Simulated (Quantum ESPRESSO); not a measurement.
Runs of Quantum ESPRESSO 7.5 on BeS. It takes space group F-43m (No. 216, cubic). The conventional cell has a = 4.850 Å, b = 4.850 Å, c = 4.850 Å, α = 90.00°, β = 90.00°, γ = 90.00°. Around S (site symmetry -43m) lie 4 Be at 2.10 Å. Around Be (site symmetry -43m) lie 4 S at 2.10 Å. 

```csv
task,level,potentials or basis,k mesh,cutoff (eV),form of the LDA correlation,SCF threshold,symmetry,gap on the mesh (eV),pressure (GPa),V0 of scaled cells (Å³/atom),B0 (GPa)
equation of state,LDA,GBRV 1.5 LDA,9 × 9 × 9,612,PZ81,4e-10 Ry,-,-,-,13.80,102
band structure,LDA,GBRV 1.5 LDA,9 × 9 × 9,612,PZ81,4e-10 Ry,-,2.99,(b),-,-
band structure,r2SCAN,SG15 PBE 1.2,7 × 7 × 7,952,-,1e-08 Ry,off,3.73,1.2,-,-
band structure,PBEsol,GBRV 1.5 PBEsol,9 × 9 × 9,612,-,4e-10 Ry,-,3.03,-0.7,-,-
equation of state,r2SCAN,SG15 PBE 1.2,7 × 7 × 7,952,-,1e-08 Ry,off,-,-,14.44,98
equation of state,PBEsol,GBRV 1.5 PBEsol,9 × 9 × 9,612,-,4e-10 Ry,-,-,-,14.17,(a)
```

Alike in all rows: no spin polarisation; cell as given; smearing fermi-dirac 0.05 eV.

Q: Estimate the missing entries.

A: (a) 97; (b) -3.2.

Caveats: the mesh misses the band edges, which the band path finds closer together (some runs); the potentials were made for another functional, which shifts forces and pressure (some runs).

Runs at the PBE level aren't shown here.
